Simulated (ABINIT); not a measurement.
**InP: single point with PBE**

**The experiment to reproduce.**

From a printed reference work, data compilation, for a bulk crystal of InP at 1.6 K: band gap 1.4236 eV (direct).

InP:

```xyz
2
Lattice="0.0000 2.9305 2.9305 2.9305 0.0000 2.9305 2.9305 2.9305 0.0000" Properties=species:S:1:pos:R:3 pbc="T T T"
In    0.0000    0.0000    0.0000
P     4.3957    4.3957    4.3957
```

```yaml
Program: ABINIT 10.8.3 (patched build)
Task: single point
Functional: PBE
Potentials_or_basis: PseudoDojo NC SR PBE v0.4.1 standard
Cutoff: 844 eV
k_mesh: 6 × 6 × 6
Occupations: fermi-dirac, width 0.05 eV
Spin: no spin polarisation
```

```
Band gap on the k mesh                                : 0.71 eV, direct
Valence electrons inside the program's atomic spheres : In 9.92; P 2.78
```

Levels at points of the mesh, in eV from the valence-band top:
```tsv
k point	band 6	band 7	band 8	band 9	band 10	band 11	band 12	band 13
(0.00, 0.00, 0.00)	-11.52	0.00	0.00	0.00	0.71	4.09	4.09	4.09
(0.50, 0.00, 0.00)	-9.80	-5.73	-0.97	-0.97	1.50	4.80	4.80	7.12
(0.50, 0.50, 0.00)	-9.15	-5.75	-2.32	-2.32	1.76	2.26	9.24	9.58
```

Wall time 4.7 s on 4 MPI ranks on Intel(R) Xeon(R) 6975P-C (Granite Rapids) (shared host), peak memory 0.28 GiB a rank.

Against the measured gap of InP, 1.4236 eV (direct; 1.6 K; a printed reference work, data compilation), the calculated 0.71 eV is off by -0.71 eV. Spin-orbit coupling on In is left out. The value is that of PBE, without temperature or zero-point motion. Semilocal functionals fall short of measured gaps as a rule.

Caveat: spin-orbit coupling is left out, which moves the levels of the heavy elements.
